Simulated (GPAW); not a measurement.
# SnSe (Fm-3m) in GPAW: settings compared

Aim: see how the results for SnSe move with the level of theory and the settings. Levels: PBE, LDA, PBE0. Tasks: band structure, equation of state.

Everything below comes from runs of GPAW 26.7.0. Logs are shortened: lines on timing, memory, paths and dates and some standing lists are left out, and cuts for length are marked. The log counts tension as positive stress, the text compression.

## Step 1: Starting point

The structure is cubic, space group Fm-3m (No. 225). Conventional cell: a = 6.020 Å, b = 6.020 Å, c = 6.020 Å, α = 90.00°, β = 90.00°, γ = 90.00°. Sn (site symmetry m-3m) has 6 Se at 3.01 Å as nearest neighbours. Se (site symmetry m-3m) has 6 Sn at 3.01 Å as nearest neighbours.

Measurements of this composition are mostly on another form, of space group No. 62.

## Step 2: Band structure, PBE

Input file run.py:

```python
from ase.dft.bandgap import bandgap
from ase.io import write
from ase.spacegroup import crystal
from ase.units import GPa
from gpaw import GPAW, PW, setup_paths

setup_paths.insert(0, '.')

# Sn 4a
# Se 4b
atoms = crystal(['Sn', 'Se'],
                basis=[[0.0, 0.0, 0.0],
                       [0.5, 0.0, 0.0]],
                spacegroup=225, setting=1,  # Fm-3m
                cellpar=[6.02, 6.02, 6.02, 90.0, 90.0, 90.0],
                primitive_cell=True)

calc = GPAW(mode=PW(600),
            xc='PBE',
            kpts={'size': (6, 6, 6), 'gamma': True},
            occupations={'name': 'fermi-dirac', 'width': 0.05},
            nbands=19,
            convergence={'density': 1e-05, 'energy': 1e-05},
            maxiter=150,
            txt='gpaw.txt')
atoms.calc = calc
energy = atoms.get_potential_energy()
forces = atoms.get_forces()
stress = atoms.get_stress()
calc.write('gs.gpw')
write('result.traj', atoms)
print(f'Energy: {energy:.6f} eV')
print('Forces (eV/A):')
print(forces.round(4))
print('Stress (GPa):', (stress / GPa).round(3))
print('Fermi level:', round(calc.get_fermi_level(), 4), 'eV')
print(f'Gap: {bandgap(calc)[0]:.4f} eV, direct: {bandgap(calc, direct=True)[0]:.4f} eV')

path = atoms.cell.bandpath('GXWKGLUWLK,UX', npoints=60, eps=1e-4)
bs_calc = calc.fixed_density(kpts=path, symmetry='off', nbands=31,
                             convergence={'bands': 'CBM+6.0', 'eigenstates': 1e-6}, txt='bands.txt')
bs = bs_calc.band_structure()
bs.write('bs.json')
print(f'Gap on the path: {bandgap(bs_calc)[0]:.4f} eV')
```

Potentials or basis: PAW data sets generated in the run's folder for this functional, pw.

Launch:

```
$ gpaw-setup -f PBE Se Sn
$ OMP_NUM_THREADS=1 python run.py
```

gpaw.txt:

```text
__  _  _
 | _ |_)|_||  |
 |__||  | ||/\| - 26.7.0

Input parameters:
  mode=PW(ecut=600.0),
  convergence={'density': 1e-05, 'energy': 1e-05},
  kpts=MonkhorstPack(size=(6, 6, 6), gamma=True),
  maxiter=150,
  nbands=19,
  occupations=Occupations(name='fermi-dirac', width=0.05),
  xc=XC(name='PBE')

Diagonalizing LCAO Hamiltonian
Converting LCAO to pw mode

                Se

       Sn

Atoms  # Å, Bohr magnetons
|   | symbol |        x |        y |        z |    initial magnetic moments |
|---|--------|----------|----------|----------|-----------------------------|
| 0 |     Sn | 0.000000 | 0.000000 | 0.000000 | ( 0.0000,  0.0000,  0.0000) |
| 1 |     Se | 3.010000 | 3.010000 | 3.010000 | ( 0.0000,  0.0000,  0.0000) |

Unit cell  # Å
| periodic |        x |        y |        z |  lengths |    angles |
|----------|----------|----------|----------|----------|-----------|
|      yes | 0.000000 | 3.010000 | 3.010000 | 4.256783 | 60.000000 |
|      yes | 3.010000 | 0.000000 | 3.010000 | 4.256783 | 60.000000 |
|      yes | 3.010000 | 3.010000 | 0.000000 | 4.256783 | 60.000000 |

Number of symmetries: 48
Symmetry operations  # r_c * U_cc + t_c -> r_c
|    | kind |            matrix            |
|----|------|------------------------------|
|  0 |  σ   |  1, 0, 0,  1, 0,-1,  1,-1, 0 |
|  1 |  C2  |  1, 0, 0,  1,-1, 0,  1, 0,-1 |
|  2 |  E   |  1, 0, 0,  0, 1, 0,  0, 0, 1 |
|  3 |  σ   |  1, 0, 0,  0, 0, 1,  0, 1, 0 |
|  4 |  C4  |  1, 0,-1,  1, 0, 0,  1,-1, 0 |
|  5 |  S6  |  1, 0,-1,  1,-1, 0,  1, 0, 0 |
|  6 |  σ   |  1, 0,-1,  0, 1,-1,  0, 0,-1 |
|  7 |  C3  |  1, 0,-1,  0, 0,-1,  0, 1,-1 |
|  8 |  S6  |  1,-1, 0,  1, 0, 0,  1, 0,-1 |
|  9 |  C4  |  1,-1, 0,  1, 0,-1,  1, 0, 0 |
| 10 |  C3  |  1,-1, 0,  0,-1, 1,  0,-1, 0 |
| 11 |  σ   |  1,-1, 0,  0,-1, 0,  0,-1, 1 |
| 12 |  σ   |  0, 1, 0,  1, 0, 0,  0, 0, 1 |
| 13 |  C4  |  0, 1, 0,  0, 1,-1, -1, 1, 0 |
| 14 |  C3  |  0, 1, 0,  0, 0, 1,  1, 0, 0 |
| 15 |  S6  |  0, 1, 0, -1, 1, 0,  0, 1,-1 |
| 16 |  C2  |  0, 1,-1,  1, 0,-1,  0, 0,-1 |
| 17 |  σ   |  0, 1,-1,  0, 1, 0, -1, 1, 0 |
| 18 |  S4  |  0, 1,-1,  0, 0,-1,  1, 0,-1 |
| 19 |  C4  |  0, 1,-1, -1, 1, 0,  0, 1, 0 |
| 20 |  C3  |  0, 0, 1,  1, 0, 0,  0, 1, 0 |
| 21 |  σ   |  0, 0, 1,  0, 1, 0,  1, 0, 0 |
| 22 |  S6  |  0, 0, 1,  0,-1, 1, -1, 0, 1 |
| 23 |  C4  |  0, 0, 1, -1, 0, 1,  0,-1, 1 |
| 24 |  S4  |  0, 0,-1,  1, 0,-1,  0, 1,-1 |
| 25 |  C3  |  0, 0,-1,  0, 1,-1,  1, 0,-1 |
| 26 |  C2  |  0, 0,-1,  0,-1, 0, -1, 0, 0 |
| 27 |  S6  |  0, 0,-1, -1, 0, 0,  0,-1, 0 |
| 28 |  S4  |  0,-1, 1,  1,-1, 0,  0,-1, 0 |
| 29 |  C4  |  0,-1, 1,  0, 0, 1, -1, 0, 1 |
| 30 |  C2  |  0,-1, 1,  0,-1, 0,  1,-1, 0 |
| 31 |  σ   |  0,-1, 1, -1, 0, 1,  0, 0, 1 |
| 32 |  C3  |  0,-1, 0,  1,-1, 0,  0,-1, 1 |
| 33 |  S6  |  0,-1, 0,  0, 0,-1, -1, 0, 0 |
| 34 |  S4  |  0,-1, 0,  0,-1, 1,  1,-1, 0 |
| 35 |  C2  |  0,-1, 0, -1, 0, 0,  0, 0,-1 |
| 36 |  C2  | -1, 1, 0,  0, 1, 0,  0, 1,-1 |
| 37 |  S6  | -1, 1, 0,  0, 1,-1,  0, 1, 0 |
| 38 |  S4  | -1, 1, 0, -1, 0, 1, -1, 0, 0 |
| 39 |  C3  | -1, 1, 0, -1, 0, 0, -1, 0, 1 |
| 40 |  S6  | -1, 0, 1,  0, 0, 1,  0,-1, 1 |
| 41 |  C2  | -1, 0, 1,  0,-1, 1,  0, 0, 1 |
| 42 |  C3  | -1, 0, 1, -1, 1, 0, -1, 0, 0 |
| 43 |  S4  | -1, 0, 1, -1, 0, 0, -1, 1, 0 |
| 44 |  C2  | -1, 0, 0,  0, 0,-1,  0,-1, 0 |
| 45 |  i   | -1, 0, 0,  0,-1, 0,  0, 0,-1 |
| 46 |  σ   | -1, 0, 0, -1, 1, 0, -1, 0, 1 |
| 47 |  C2  | -1, 0, 0, -1, 0, 1, -1, 1, 0 |

BZ-sampling:
  Number of BZ points: 216
  Number of IBZ points: 16

  Monkhorst-Pack size: [6, 6, 6]
  Monkhorst-Pack shift: [0.08333333333333333, 0.08333333333333333, 0.08333333333333333]

K-points  # in reciprocal-cell coordinates
|     |                                coordinates |     weight |
|-----|--------------------------------------------|------------|
|   0 | (  0.00000000,   0.00000000,   0.00000000) | 0.00462963 |
|   1 | (  0.16666667,   0.16666667,   0.00000000) | 0.02777778 |
|   2 | (  0.16666667,   0.16666667,   0.16666667) | 0.03703704 |
|   3 | (  0.33333333,   0.16666667,   0.16666667) | 0.05555556 |
|   4 | (  0.33333333,   0.33333333,  -0.33333333) | 0.05555556 |
|   5 | (  0.33333333,   0.33333333,   0.00000000) | 0.02777778 |
|   6 | (  0.33333333,   0.33333333,   0.16666667) | 0.11111111 |
|   7 | (  0.33333333,   0.33333333,   0.33333333) | 0.03703704 |
|   8 | (  0.50000000,   0.33333333,  -0.33333333) | 0.11111111 |
|   9 | (  0.50000000,   0.33333333,  -0.16666667) | 0.05555556 |
| ... |                                            |            |
|  15 | (  0.50000000,   0.50000000,   0.50000000) | 0.01851852 |

Plane wave coefficients: 1853
Cutoff: 600.0 eV

Spin-components: 1 (collinear spins)
Bands:           19
Projectors:      11
Spin-degeneracy: 2
Datatype:        complex128

Parallelization:
  kpt:    1
  domain: 1
  band:   1

Density:
  Valence electrons: 20.0
  Components: 1
  Grid points: [25 25 25]
  Charge: 0.0  # |e|

Potential:
  Grid points: [25 25 25]

species:
  Sn:
    name:    Tin
    Z:       50.0
    valence: 14
    core:    36
    charge:  0.0  # [|e|]
    compensation charges:
      type: gauss
      rc: 0.38  # [Å]
      lmax: 2
    cutoffs:
      filter: 2.23  # [Å]
      core: 2.35  # [Å]
    projectors
    | kind |    occ | energy [eV] | rcut [Å] |
    |------|--------|-------------|----------|
    |   5s |  2.000 |     -10.538 |    1.201 |
    |   5p |  2.000 |      -3.696 |    1.270 |
    |   4d | 10.000 |     -25.845 |    1.185 |
    |    s |        |      16.674 |    1.201 |
    |    p |        |      23.515 |    1.270 |
    |    d |        |       1.367 |    1.185 |

    Using partial waves for Sn as LCAO basis

  Se:
    name:    Selenium
    Z:       34.0
    valence: 6
    core:    28
    charge:  0.0  # [|e|]
    compensation charges:
      type: gauss
      rc: 0.27  # [Å]
      lmax: 2
    cutoffs:
      filter: 1.77  # [Å]
      core: 2.67  # [Å]
    projectors
    | kind |    occ | energy [eV] | rcut [Å] |
    |------|--------|-------------|----------|
    |   4s |  2.000 |     -17.277 |    0.847 |
    |   4p |  4.000 |      -6.512 |    1.005 |
    |    s |        |       9.934 |    0.847 |
    |    p |        |      20.699 |    1.005 |
    |    d |        |       0.000 |    0.847 |

    Using partial waves for Se as LCAO basis

Reference energy: -234114.227692  # eV

eigensolver:
  PPCG
  Converge bands: occupied
  niter=2

density mixing:
  MSR1-Mixer
  Pratt-step length: 0.05
  Maximum mixing coefficient: 0.75
  Old densities: 10
  SVD Regularization: 0.005
  Good broyden scale: 1.0
  Trust region scale: 1.0
  Backstep threshold: 4.0
  History deletion threshold: 6.0
  Fourier metric: weight=20.0, sigma=0.015

occupation numbers:
  Fermi-Dirac:
    width: 0.0500  # eV

poisson solver:
  ecut: 4800.0  # eV

xc functional:
  name: PBE with 2 nearest neighbor stencil

convergence criteria:
- Maximum integral of absolute [dens]ity change: 1e-05 electrons / valence electron
- Maximum [total energy] change in last 3 cyles: 1e-05 eV / valence electron
- Maximum integral of absolute [eigenst]ate change: 4e-08 eV^2 / valence electron
maximum number of iterations: 150

SCF iterations
|iter     | |      energy | eigst |  dens |
|---------|-|-------------|-------|-------|
|iter:   1| |   -8.567071 | -0.26 |       |
|iter:   2| |   -8.532814 | -2.44 | -1.33 |
|iter:   3| |   -8.422747 | -2.40 | -1.37 |
|iter:   4| |   -8.424459 | -4.05 | -1.98 |
|iter:   5| |   -8.425010 | -4.61 | -2.39 |
|iter:   6| |   -8.425020 | -5.97 | -3.31 |
|iter:   7| |   -8.425021c| -7.01 | -3.85 |
|iter:   8| |   -8.425022c| -7.56c| -4.67 |
|iter:   9| |   -8.425022c| -8.08c| -5.52c|

Converged in 9 steps
Energy contributions relative to reference atoms: (reference = -234114.227692)

Energy contributions:
  Kinetic:          12.093110
  Coulomb:         -12.607291
  Zero:             -0.027151
  External:          0.000000
  Xc:               -7.883654
  Entropy:          -0.000070
  Spinorbit:         0.000000
  ----------------------------
  Free energy:      -8.425056
  Extrapolated:     -8.425022

dipole moment: (-20.415219, -20.415219, -20.415219)  # |e|*Ang

Fermi level: 6.343
Eigenvalues  # (at kpt = [0.000, 0.000, 0.000])
| band index |      eig [eV] | occ [0-2] |
|------------|---------------|-----------|
|          0 |       -15.537 |     2.000 |
|        ... |               |           |
|          2 |       -15.535 |     2.000 |
|          3 |       -15.535 |     2.000 |
|          4 |       -15.535 |     2.000 |
|          5 |        -7.815 |     2.000 |
|          6 |         1.005 |     2.000 |
|          7 |         3.852 |     2.000 |
[... 9 lines left out ...]
|         17 |        14.219 |     0.000 |
|         18 |        14.307 |     0.000 |

Gap: 0.591 eV
Transition (v -> c):
  (s=0, k=15, n=9, [0.50, 0.50, 0.50]) -> (s=0, k=15, n=10, [0.50, 0.50, 0.50])
No difference between direct/indirect transitions

Forces  # eV/Ang
|       x |        y |        z |
|---------|----------|----------|
| 0.00000 | -0.00000 | -0.00000 |  # Sn   0
| 0.00000 |  0.00000 |  0.00000 |  # Se   1

Stress tensor  # eV/Ang^3
|         x |         y |         z |
|-----------|-----------|-----------|
| -0.002712 |  0.000000 |  0.000000 |
|  0.000000 | -0.002712 |  0.000000 |
|  0.000000 |  0.000000 | -0.002712 |

# Writing to gs.gpw (mode='')
```

Run time: 43 s. Hardware: 1 thread of Arm Neoverse V1, shared host; peak memory 0.25 GiB.

What came out:

```
Free energy             : -8.4251 eV
Pressure                : 0.4 GPa
Band gap along the path : 0.17 eV, direct
```

Levels at the corners of the path, in eV from the valence-band top:
| point | band 8 | band 9 | band 10 | band 11 | band 12 | band 13 |
| --- | --- | --- | --- | --- | --- | --- |
| Γ | -2.29 | -2.29 | -2.29 | 4.22 | 4.22 | 4.22 |
| X | -5.56 | -3.74 | -3.74 | 2.94 | 5.25 | 5.25 |
| W | -4.80 | -4.80 | -0.91 | 1.40 | 4.67 | 4.67 |
| K | -5.16 | -3.26 | -2.56 | 3.14 | 3.51 | 5.20 |
| Γ | -2.29 | -2.29 | -2.29 | 4.22 | 4.22 | 4.22 |
| L | -2.05 | -2.05 | -0.10 | 0.49 | 1.15 | 1.15 |
| U | -5.16 | -3.26 | -2.56 | 3.14 | 3.51 | 5.20 |
| W | -4.80 | -4.80 | -0.91 | 1.40 | 4.67 | 4.67 |
| L | -2.05 | -2.05 | -0.10 | 0.49 | 1.15 | 1.15 |
| K | -5.16 | -3.26 | -2.56 | 3.14 | 3.51 | 5.20 |
| U | -5.16 | -3.26 | -2.56 | 3.14 | 3.51 | 5.20 |
| X | -5.56 | -3.74 | -3.74 | 2.94 | 5.25 | 5.25 |

Caveat: spin-orbit coupling is left out, which moves the levels of the heavy elements.

(Part 1 of 2 ends here.)
